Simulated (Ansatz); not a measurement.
Program: Ansatz.

Input:

```yaml
accuracy: low
crystal:
  lattice:
    - [0.0, 5.488264, 5.488264]
    - [5.488264, 0.0, 5.488264]
    - [5.488264, 5.488264, 0.0]
  atoms:
    - { symbol: Nd, position: [0.0, 0.0, 0.0], spin: 3.0 }
    - { symbol: H, position: [0.125, 0.125, 0.125] }
    - { symbol: H, position: [0.375, 0.375, 0.375] }
    - { symbol: Nd, position: [0.0, 0.0, 0.5], spin: 3.0 }
    - { symbol: H, position: [0.125, 0.125, 0.625] }
    - { symbol: H, position: [0.375, 0.375, 0.875] }
    - { symbol: Nd, position: [0.0, 0.5, 0.0], spin: 3.0 }
    - { symbol: H, position: [0.125, 0.625, 0.125] }
    - { symbol: H, position: [0.375, 0.875, 0.375] }
    - { symbol: Nd, position: [0.0, 0.5, 0.5], spin: 3.0 }
    - { symbol: H, position: [0.125, 0.625, 0.625] }
    - { symbol: H, position: [0.375, 0.875, 0.875] }
    - { symbol: Nd, position: [0.5, 0.0, 0.0], spin: 3.0 }
    - { symbol: H, position: [0.625, 0.125, 0.125] }
    - { symbol: H, position: [0.875, 0.375, 0.375] }
    - { symbol: Nd, position: [0.5, 0.0, 0.5], spin: 3.0 }
    - { symbol: H, position: [0.625, 0.125, 0.625] }
    - { symbol: H, position: [0.875, 0.375, 0.875] }
    - { symbol: Nd, position: [0.5, 0.5, 0.0], spin: 3.0 }
    - { symbol: H, position: [0.625, 0.625, 0.125] }
    - { symbol: H, position: [0.875, 0.875, 0.375] }
    - { symbol: Nd, position: [0.5, 0.5, 0.5], spin: 3.0 }
    - { symbol: H, position: [0.625, 0.625, 0.625] }
    - { symbol: H, position: [0.875, 0.875, 0.875] }
magnetization:
  spin_polarized: true
basis:
  ecutwfc: 420.0
kpoints:
  mp_grid: { grid: [2, 2, 2] }
hamiltonian:
  xc: lda
scf:
  occupations: { method: fermi_dirac, width: 0.05 }
  lower_state_search: "off"
  max_iter: 51
md:
  timestep: 0.75
  n_steps: 20
  ensemble: nve
  temperature: 500.0
  initial_velocities: maxwell_boltzmann
  seed: 747911
  friction: 0.02
  temperature_schedule: [{ n_steps: 10, end_temperature: 100.0 }]
```

Command:

```bash
$ ansatz run input.yaml --threads 2 --pin off --max-ram 5120MiB --backend cpu --events-out ev --progress --plain --runs-dir out
```

Question: What does the program answer?

Answer: The input was rejected before any iteration.

```
Error: invalid value for `md.friction`: only applies to ensemble: nvt_langevin or npt_langevin — drop it or switch ensemble
```
